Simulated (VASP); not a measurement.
# InSb (F-43m) in VASP: band structure with PBE

Aim: the band structure of InSb with PBE.

Everything below comes from runs of VASP 6.6.1. Logs are shortened: lines on timing, memory, paths and dates and some standing lists are left out, and cuts for length are marked.

**Measured values to compare with.**

“Electronic Structure and Epitaxy of CdTe Shells on InSb Nanowires”, 2021, arxiv:2111.05126 quotes, for a bulk crystal of InSb: band gap 0.24 eV.

The results are compared with them further down.

### 1 The structure

The structure is cubic, space group F-43m (No. 216). Conventional cell: a = 6.635 Å, b = 6.635 Å, c = 6.635 Å, α = 90.00°, β = 90.00°, γ = 90.00°. Around In (site symmetry -43m) lie 4 Sb at 2.87 Å. Around Sb (site symmetry -43m) lie 4 In at 2.87 Å.

### 2 Band structure, PBE

INCAR

```
PREC = Accurate
ENCUT = 520
EDIFF = 1E-6
ISMEAR = 0
SIGMA = 0.03
LREAL = F
LASPH = T
NELM = 80
ALGO = Normal
ISIF = 2
LWAVE = F
LCHARG = F
GGA = PE
NBANDS = 16
ICORELEVEL = 1
```

KPOINTS

```
Automatic mesh
0
Gamma
  10 10 10
```

POSCAR

```
InSb                                    
1.0
    0.0000000000      3.3176396663      3.3176396663
    3.3176396663     -0.0000000000      3.3176396663
    3.3176396663      3.3176396663     -0.0000000000
  In              Sb            
     1     1
Direct
     0.0000000000000000    0.0000000000000000    1.0000000000000000
     0.2500000000000000    0.2500000000000000    0.2500000000000000
```

KPOINTS_OPT

```
explicit points
109
Reciprocal
 0.0000000000  0.0000000000  0.0000000000 1
 0.0555555556  0.0000000000  0.0555555556 1
 0.1111111111  0.0000000000  0.1111111111 1
 0.1666666667  0.0000000000  0.1666666667 1
 0.2222222222  0.0000000000  0.2222222222 1
 0.2777777778  0.0000000000  0.2777777778 1
 0.3333333333  0.0000000000  0.3333333333 1
 0.3888888889  0.0000000000  0.3888888889 1
 0.4444444444  0.0000000000  0.4444444444 1
 0.5000000000  0.0000000000  0.5000000000 1
 0.5000000000  0.0000000000  0.5000000000 1
 0.5000000000  0.0277777778  0.5277777778 1
 0.5000000000  0.0555555556  0.5555555556 1
 0.5000000000  0.0833333333  0.5833333333 1
 0.5000000000  0.1111111111  0.6111111111 1
 0.5000000000  0.1388888889  0.6388888889 1
 0.5000000000  0.1666666667  0.6666666667 1
 0.5000000000  0.1944444444  0.6944444444 1
 0.5000000000  0.2222222222  0.7222222222 1
 0.5000000000  0.2500000000  0.7500000000 1
 0.5000000000  0.2500000000  0.7500000000 1
 0.4861111111  0.2638888889  0.7500000000 1
 0.4722222222  0.2777777778  0.7500000000 1
 0.4583333333  0.2916666667  0.7500000000 1
 0.4444444444  0.3055555556  0.7500000000 1
 0.4305555556  0.3194444444  0.7500000000 1
 0.4166666667  0.3333333333  0.7500000000 1
 0.4027777778  0.3472222222  0.7500000000 1
 0.3888888889  0.3611111111  0.7500000000 1
 0.3750000000  0.3750000000  0.7500000000 1
 0.3750000000  0.3750000000  0.7500000000 1
 0.3333333333  0.3333333333  0.6666666667 1
 0.2916666667  0.2916666667  0.5833333333 1
 0.2500000000  0.2500000000  0.5000000000 1
 0.2083333333  0.2083333333  0.4166666667 1
 0.1666666667  0.1666666667  0.3333333333 1
 0.1250000000  0.1250000000  0.2500000000 1
 0.0833333333  0.0833333333  0.1666666667 1
 0.0416666667  0.0416666667  0.0833333333 1
 0.0000000000  0.0000000000  0.0000000000 1
 0.0000000000  0.0000000000  0.0000000000 1
 0.0555555556  0.0555555556  0.0555555556 1
 0.1111111111  0.1111111111  0.1111111111 1
 0.1666666667  0.1666666667  0.1666666667 1
 0.2222222222  0.2222222222  0.2222222222 1
 0.2777777778  0.2777777778  0.2777777778 1
 0.3333333333  0.3333333333  0.3333333333 1
 0.3888888889  0.3888888889  0.3888888889 1
 0.4444444444  0.4444444444  0.4444444444 1
 0.5000000000  0.5000000000  0.5000000000 1
 0.5000000000  0.5000000000  0.5000000000 1
 0.5138888889  0.4722222222  0.5138888889 1
 0.5277777778  0.4444444444  0.5277777778 1
 0.5416666667  0.4166666667  0.5416666667 1
 0.5555555556  0.3888888889  0.5555555556 1
 0.5694444444  0.3611111111  0.5694444444 1
 0.5833333333  0.3333333333  0.5833333333 1
 0.5972222222  0.3055555556  0.5972222222 1
 0.6111111111  0.2777777778  0.6111111111 1
 0.6250000000  0.2500000000  0.6250000000 1
 0.6250000000  0.2500000000  0.6250000000 1
 0.6111111111  0.2500000000  0.6388888889 1
 0.5972222222  0.2500000000  0.6527777778 1
 0.5833333333  0.2500000000  0.6666666667 1
 0.5694444444  0.2500000000  0.6805555556 1
 0.5555555556  0.2500000000  0.6944444444 1
 0.5416666667  0.2500000000  0.7083333333 1
 0.5277777778  0.2500000000  0.7222222222 1
 0.5138888889  0.2500000000  0.7361111111 1
 0.5000000000  0.2500000000  0.7500000000 1
 0.5000000000  0.2500000000  0.7500000000 1
 0.5000000000  0.2777777778  0.7222222222 1
 0.5000000000  0.3055555556  0.6944444444 1
 0.5000000000  0.3333333333  0.6666666667 1
 0.5000000000  0.3611111111  0.6388888889 1
 0.5000000000  0.3888888889  0.6111111111 1
 0.5000000000  0.4166666667  0.5833333333 1
 0.5000000000  0.4444444444  0.5555555556 1
 0.5000000000  0.4722222222  0.5277777778 1
 0.5000000000  0.5000000000  0.5000000000 1
 0.5000000000  0.5000000000  0.5000000000 1
 0.4861111111  0.4861111111  0.5277777778 1
 0.4722222222  0.4722222222  0.5555555556 1
 0.4583333333  0.4583333333  0.5833333333 1
 0.4444444444  0.4444444444  0.6111111111 1
 0.4305555556  0.4305555556  0.6388888889 1
 0.4166666667  0.4166666667  0.6666666667 1
 0.4027777778  0.4027777778  0.6944444444 1
 0.3888888889  0.3888888889  0.7222222222 1
 0.3750000000  0.3750000000  0.7500000000 1
 0.6250000000  0.2500000000  0.6250000000 1
 0.6111111111  0.2222222222  0.6111111111 1
 0.5972222222  0.1944444444  0.5972222222 1
 0.5833333333  0.1666666667  0.5833333333 1
 0.5694444444  0.1388888889  0.5694444444 1
 0.5555555556  0.1111111111  0.5555555556 1
 0.5416666667  0.0833333333  0.5416666667 1
 0.5277777778  0.0555555556  0.5277777778 1
 0.5138888889  0.0277777778  0.5138888889 1
 0.5000000000  0.0000000000  0.5000000000 1
 0.0000000000  0.0000000000  0.0000000000 1
 0.3750000000  0.3750000000  0.7500000000 1
 0.5000000000  0.5000000000  0.5000000000 1
 0.6250000000  0.2500000000  0.6250000000 1
 0.5000000000  0.2500000000  0.7500000000 1
 0.5000000000  0.0000000000  0.5000000000 1
 0.4000000000  0.0000000000  0.4000000000 1
 0.4250000000  0.0000000000  0.4250000000 1
 0.4500000000  0.0000000000  0.4500000000 1
```

Potentials or basis: VASP PAW PBE potentials, release 64 (In_d, Sb).

On the command line:

```
$ cat potpaw_PBE.64/In_d/POTCAR potpaw_PBE.64/Sb/POTCAR > POTCAR
$ mpirun -np 1 vasp_std > vasp.out
```

OUTCAR:

```text
PREC = Accurate
   ENCUT = 520
   EDIFF = 1E-6
   ISMEAR = 0
   LREAL = F
   LASPH = T
   NELM = 80
   ISIF = 2
   GGA = PE

 ion  position               nearest neighbor table
   1  0.000  0.000  0.000-   2 2.87   2 2.87   2 2.87   2 2.87
   2  0.250  0.250  0.250-   1 2.87   1 2.87   1 2.87   1 2.87

  LATTYP: Found a face centered cubic cell.
 ALAT       =     6.6352793326

  Lattice vectors:

 A1 = (   0.0000000000,   3.3176396663,   3.3176396663)
 A2 = (   3.3176396663,   0.0000000000,   3.3176396663)
 A3 = (   3.3176396663,   3.3176396663,   0.0000000000)

Analysis of symmetry for initial positions (statically):
=====================================================================
 Subroutine PRICEL returns:
 Original cell was already a primitive cell.

 Routine SETGRP: Setting up the symmetry group for a
 face centered cubic supercell.

 Subroutine GETGRP returns: Found 24 space group operations
 (whereof 24 operations were pure point group operations)
 out of a pool of 48 trial point group operations.

The static configuration has the point symmetry T_d .

Analysis of symmetry for dynamics (positions and initial velocities):
=====================================================================
 Subroutine PRICEL returns:
 Original cell was already a primitive cell.

 Routine SETGRP: Setting up the symmetry group for a
 face centered cubic supercell.

 Subroutine GETGRP returns: Found 24 space group operations
 (whereof 24 operations were pure point group operations)
 out of a pool of 48 trial point group operations.

The dynamic configuration has the point symmetry T_d .

 Subroutine INISYM returns: Found 24 space group operations
 (whereof 24 operations are pure point group operations),
 and found     1 'primitive' translations

----------------------------------------------------------------------------------------

                                     Primitive cell

  volume of cell :      73.0327

  direct lattice vectors                    reciprocal lattice vectors
     0.000000000  3.317639666  3.317639666    -0.150709556  0.150709556  0.150709556
     3.317639666  0.000000000  3.317639666     0.150709556 -0.150709556  0.150709556
     3.317639666  3.317639666  0.000000000     0.150709556  0.150709556 -0.150709556

  length of vectors
     4.691851011  4.691851011  4.691851011     0.261036608  0.261036608  0.261036608

  position of ions in fractional coordinates (direct lattice)
     0.000000000  0.000000000  0.000000000
     0.250000000  0.250000000  0.250000000

  ion indices of the primitive-cell ions
   primitive index   ion index
                 1           1
                 2           2

----------------------------------------------------------------------------------------

 KPOINTS: Automatic mesh

Automatic generation of k-mesh.
 Grid dimensions read from file:
 generate k-points for:   10   10   10

 Generating k-lattice:

  Cartesian coordinates                     Fractional coordinates (reciprocal lattice)
    -0.015070956  0.015070956  0.015070956     0.100000000  0.000000000  0.000000000
     0.015070956 -0.015070956  0.015070956     0.000000000  0.100000000  0.000000000
     0.015070956  0.015070956 -0.015070956     0.000000000  0.000000000  0.100000000

  Length of vectors
     0.026103661  0.026103661  0.026103661

  Shift w.r.t. Gamma in fractional coordinates (k-lattice)
     0.000000000  0.000000000  0.000000000

 Subroutine IBZKPT returns following result:
 ===========================================

 Found     47 irreducible k-points:

 Following reciprocal coordinates:
            Coordinates               Weight
  0.000000  0.000000  0.000000      1.000000
  0.100000  0.000000  0.000000      8.000000
  0.200000  0.000000  0.000000      8.000000
  0.300000  0.000000  0.000000      8.000000
  0.400000  0.000000  0.000000      8.000000
  0.500000  0.000000  0.000000      4.000000
[... 16 lines left out ...]
  0.300000  0.300000  0.000000      6.000000
  0.400000  0.300000  0.000000     24.000000
 [... further k-points ...]
   k-points           NKPTS =     47   k-points in BZ     NKDIM =     47   number of bands    NBANDS=     16
   number of dos      NEDOS =    301   number of ions     NIONS =      2
   total plane-waves  NPLWV =  46656
   dimension x,y,z NGX =    36 NGY =   36 NGZ =   36
   dimension x,y,z NGXF=    72 NGYF=   72 NGZF=   72
   ions per type =               1   1
   NGX,Y,Z   is equivalent  to a cutoff of  12.76, 12.76, 12.76 a.u.
   NGXF,Y,Z  is equivalent  to a cutoff of  25.51, 25.51, 25.51 a.u.
 SYSTEM =  unknown system
   PREC   = accura    normal or accurate (medium, high low for compatibility)
   ISTART =      0    job   : 0-new  1-cont  2-samecut
   ICHARG =      2    charge: 1-file 2-atom 10-const
   ISPIN  =      1    spin polarized calculation?
   LNONCOLLINEAR =      F non collinear calculations
   LSORBIT =      F    spin-orbit coupling
   LASPH  =      T    aspherical Exc in radial PAW
   ENCUT  =  520.0 eV  38.22 Ry    6.18 a.u.   8.72  8.72  8.72*2*pi/ulx,y,z
   NELM   =     80;   NELMIN=  2; NELMDL= -5     # of ELM steps
   EDIFF  = 0.1E-05   stopping-criterion for ELM
   LREAL  =      F    real-space projection
   EDIFFG = 0.1E-04   stopping-criterion for IOM
   NSW    =      0    number of steps for IOM
   IBRION =     -1    ionic relax: 0-MD 1-quasi-New 2-CG
   NFREE  =      0    steps in history (QN), initial steepest desc. (CG)
   ISIF   =      2    stress and relaxation
   ISYM   =      2    0-nonsym 1-usesym 2-fastsym
   POTIM  = 0.5000    time-step for ionic-motion
   TEBEG  =    0.0;   TEEND  =   0.0 temperature during run
   PSTRESS=    0.0 pullay stress
   NELECT =      18.0000    total number of electrons
   NUPDOWN=      -1.0000    fix difference up-down
   EMIN   =  10.00;   EMAX   =-10.00  energy-range for DOS
   EFERMI =   0.00;   METHOD = LEGACY
   ISMEAR =     0;   SIGMA  =   0.03  broadening in eV -4-tet -1-fermi 0-gaus
   EFERMI_NEDOS =   21; number of points for ismear=-14 and -15
   IALGO  =     38    algorithm
   IMIX   =      4    mixing-type and parameters
     AMIX     =   0.40;   BMIX     =  1.00
     AMIX_MAG =   1.60;   BMIX_MAG =  1.00
  volume/ion in A,a.u.               =      36.52       246.42
  Fermi-wavevector in a.u.,A,eV,Ry     =   1.026423  1.939659 14.334344  1.053545
  Thomas-Fermi vector in A             =   2.160315
   LORBIT       =      0    0 simple, 1 ext, 2 COOP (PROOUT), +10 PAW based schemes
   GGA     = PE    functional components
   LHFCALC =     F    Hartree Fock is set to
   AEXX    =    0.0000 exact exchange contribution
   IVDW    =     0    specifies the selected vdW correction
   LEPSILON=     F    determine dielectric tensor
   LRPA    =     F    only Hartree local field effects (RPA)
 non-spin polarized calculation
 Gauss-broadening in eV      SIGMA  =   0.03
  energy-cutoff  :      520.00
  volume of cell :       73.03
 maximum number of plane-waves:      1989
   NGX = 17   NGY = 17   NGZ = 17

 number of electron      18.0000008 magnetization

 Free energy of the ion-electron system (eV)
  ---------------------------------------------------
  ext. energy  EPLUGINS =         0.00000000
  ---------------------------------------------------
  free energy    TOTEN  =        -6.95218371 eV

  energy without entropy =       -6.95213743  energy(sigma->0) =       -6.95216057

 the core state eigenenergies are
   1-  1s -27739.2689  2s  -4145.7847  2p  -3719.7665  3s   -779.7227  3p   -640.2773
       3d   -423.9477  4s   -111.0199  4p    -69.4942
   2-  1s -30288.4954  2s  -4600.4444  2p  -4128.5527  3s   -894.1592  3p   -740.4122
       3d   -505.9846  4s   -139.2067  4p    -92.1780  4d    -23.9830

 E-fermi :   4.3878     XC(G=0):  -8.3827

 val. band max:        4.3786839570   @ k =   0.0000   0.0000   0.0000
 cond. band min:       4.7972263620   @ k =   0.5000   0.0000   0.0000
 fundamental gap:      0.4185424051
 Fermi energy:         4.3878208857

 k-point     1 :       0.0000    0.0000    0.0000
  band No.  band energies     occupation
      1     -10.0899      2.00000
      2     -10.0899      2.00000
      3     -10.0899      2.00000
      4     -10.0231      2.00000
      5     -10.0231      2.00000
      6      -5.9072      2.00000
[... 277 lines left out ...]
 k-point    16 :       0.2000    0.2000    0.0000
  band No.  band energies     occupation

------------------------ aborting loop because EDIFF is reached ----------------------------------------

  FORCE on cell =-STRESS in cart. coord.  units (eV):
  Direction    XX          YY          ZZ          XY          YZ          ZX
  --------------------------------------------------------------------------------------
  -------------------------------------------------------------------------------------
  Total       -0.0136875     -0.0136875     -0.0136875     -0.0000000     -0.0000000     -0.0000000
  in kB       -0.3002740     -0.3002740     -0.3002740     -0.0000000     -0.0000000     -0.0000000
  external PRESSURE =      -0.3002740 kB  Pullay stress =       0.0000000 kB

 VOLUME and BASIS-vectors are now :
 -----------------------------------------------------------------------------
  energy-cutoff  :      520.00
  volume of cell :       73.03
      direct lattice vectors                 reciprocal lattice vectors
     0.000000000  3.317639666  3.317639666    -0.150709556  0.150709556  0.150709556
     3.317639666  0.000000000  3.317639666     0.150709556 -0.150709556  0.150709556
     3.317639666  3.317639666  0.000000000     0.150709556  0.150709556 -0.150709556

 POSITION                                       TOTAL-FORCE (eV/Angst)
 -----------------------------------------------------------------------------------
      0.00000      0.00000      0.00000         0.000000      0.000000      0.000000
      1.65882      1.65882      1.65882        -0.000000     -0.000000     -0.000000
 -----------------------------------------------------------------------------------
    total drift:                               -0.000000     -0.000000     -0.000000

  FREE ENERGIE OF THE ION-ELECTRON SYSTEM (eV)
  ---------------------------------------------------
  free  energy   TOTEN  =        -6.9521837066 eV

  energy  without entropy=       -6.9521374279  energy(sigma->0) =       -6.95216057
```

Run time: 61 s. Hardware: 1 thread of Intel Xeon 6975P-C (Granite Rapids), shared host; peak memory 0.25 GiB.

Results:

| Quantity | Value |
| --- | --- |
| Free energy | -6.9522 eV |
| Pressure | 0.0 GPa |
| Band gap along the path | none (metal or under the smearing width) |

Levels at the corners of the path, in eV from the Fermi level:
```csv
point,band 5,band 6,band 7,band 8,band 9,band 10,band 11,band 12,band 13,band 14
Γ,-14.41,-10.30,-0.60,-0.01,-0.01,-0.01,2.96,2.96,2.96,5.65
X,-14.40,-8.58,-5.63,-2.04,-2.04,1.35,1.46,7.72,7.72,8.34
X,-14.40,-8.58,-5.63,-2.04,-2.04,1.35,1.46,7.72,7.72,8.34
W,-14.41,-8.55,-5.54,-2.58,-2.45,3.24,3.96,4.07,4.92,8.59
W,-14.41,-8.55,-5.54,-2.58,-2.45,3.24,3.96,4.07,4.92,8.59
K,-14.41,-8.61,-5.51,-2.81,-1.73,1.64,3.58,6.00,6.19,6.80
K,-14.41,-8.61,-5.51,-2.81,-1.73,1.64,3.58,6.00,6.19,6.80
Γ,-14.41,-10.30,-0.60,-0.01,-0.01,-0.01,2.96,2.96,2.96,5.65
Γ,-14.41,-10.30,-0.60,-0.01,-0.01,-0.01,2.96,2.96,2.96,5.65
L,-14.41,-9.10,-5.31,-0.91,-0.91,0.41,3.79,3.79,6.11,7.87
L,-14.41,-9.10,-5.31,-0.91,-0.91,0.41,3.79,3.79,6.11,7.87
U,-14.41,-8.61,-5.51,-2.81,-1.73,1.64,3.58,6.00,6.19,6.80
U,-14.41,-8.61,-5.51,-2.81,-1.73,1.64,3.58,6.00,6.19,6.80
W,-14.41,-8.55,-5.54,-2.58,-2.45,3.24,3.96,4.07,4.92,8.59
W,-14.41,-8.55,-5.54,-2.58,-2.45,3.24,3.96,4.07,4.92,8.59
L,-14.41,-9.10,-5.31,-0.91,-0.91,0.41,3.79,3.79,6.11,7.87
L,-14.41,-9.10,-5.31,-0.91,-0.91,0.41,3.79,3.79,6.11,7.87
K,-14.41,-8.61,-5.51,-2.81,-1.73,1.64,3.58,6.00,6.19,6.80
U,-14.41,-8.61,-5.51,-2.81,-1.73,1.64,3.58,6.00,6.19,6.80
X,-14.40,-8.58,-5.63,-2.04,-2.04,1.35,1.46,7.72,7.72,8.34
```

Core levels (eV, on the scale of the bands):
```
atom                                                                                               levels
1 In            1s -27739.3, 2s -4145.8, 2p -3719.8, 3s -779.7, 3p -640.3, 3d -423.9, 4s -111.0, 4p -69.5
2 Sb  1s -30288.5, 2s -4600.4, 2p -4128.6, 3s -894.2, 3p -740.4, 3d -506.0, 4s -139.2, 4p -92.2, 4d -24.0
```

Caveat: spin-orbit coupling is left out, which moves the levels of the heavy elements; this crystal is a semiconductor, whose small gap the functional closes, so the metal is an error of the method.

### 3 Against experiment

Step 2. A measured gap of InSb is 0.24 eV (quoted in “Electronic Structure and Epitaxy of CdTe Shells on InSb Nanowires”, 2021, arxiv:2111.05126); the calculated 0.00 eV misses it by -0.24 eV. Spin-orbit coupling on In, Sb is left out. The value is that of PBE, without temperature or zero-point motion. Semilocal functionals fall short of measured gaps as a rule.
